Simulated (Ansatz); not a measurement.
Crystal: C.

```
C
1.0
     2.52210    0.00000    0.00000
    -1.26105    2.18420    0.00000
     0.00000    0.00000    8.23710
C
8
Cartesian
  1.2611 0.7281 6.9501
  0.0000 1.4561 2.8315
  1.2611 0.7281 5.4056
  0.0000 1.4561 1.2870
  0.0000 0.0000 7.4649
  0.0000 0.0000 3.3463
  0.0000 0.0000 4.8908
  0.0000 0.0000 0.7722
```

This is a hexagonal form of diamond, not graphite.

```yaml
Program: Ansatz 0.2.0
Task: relaxation of cell and atoms
Functional: PBEsol
Dispersion: D3(BJ)-ATM
Potentials_or_basis: Ansatz PAW
Cutoff: "420 eV (not typed: the program's choice for these potentials)"
k_mesh: 12 × 12 × 4
Occupations: fermi-dirac, width 0.05 eV
Spin: no spin polarisation
```

At the start: volume 5.67 Å³/atom.

**Question.** Where does the relaxation end?

**Answer.** It ends after 8 steps and the volume is 5.58 Å³/atom (-1.6 %); space group P6_3/mmc (No. 194, to 0.05 Å).

The path:
| step | energy change (eV) | largest force (eV/Å) | volume (Å³) |
| --- | --- | --- | --- |
| 1 | 0.0000 | 0.3306 | 45.38 |
| 2 | -0.0316 | 0.3584 | 44.92 |
| 3 | -0.0397 | 0.1443 | 44.71 |
| 4 | -0.0409 | 0.0068 | 44.65 |
| 5 | -0.0409 | 0.0002 | 44.65 |
| 6 | -0.0364 | 0.0011 | 44.65 |
| 7 | -0.0366 | 0.0003 | 44.64 |
| 8 | -0.0365 | 0.0003 | 44.64 |

Final structure:
```yaml
crystal:
  lattice:
    - [2.49996, 0.00000, 0.00000]
    - [-1.24998, 2.16503, 0.00000]
    - [0.00000, 0.00000, 8.24694]
  atoms:
    - { symbol: C, position: [0.66667, 0.33333, 0.84445] }
    - { symbol: C, position: [0.33333, 0.66667, 0.34445] }
    - { symbol: C, position: [0.66667, 0.33333, 0.65555] }
    - { symbol: C, position: [0.33333, 0.66667, 0.15555] }
    - { symbol: C, position: [0.00000, 0.00000, 0.90705] }
    - { symbol: C, position: [0.00000, 0.00000, 0.40705] }
    - { symbol: C, position: [0.00000, 0.00000, 0.59295] }
    - { symbol: C, position: [0.00000, 0.00000, 0.09295] }
```

Caveat: the plane-wave basis is chosen anew once the cell has moved, so the energies of steps on either side of that aren't comparable; the pressure holds a Pulay correction of +1.0 GPa for the finite cutoff; the PAW data sets come from PBE, with cores solved anew for the run's functional, which leaves a small shift of forces and pressure.
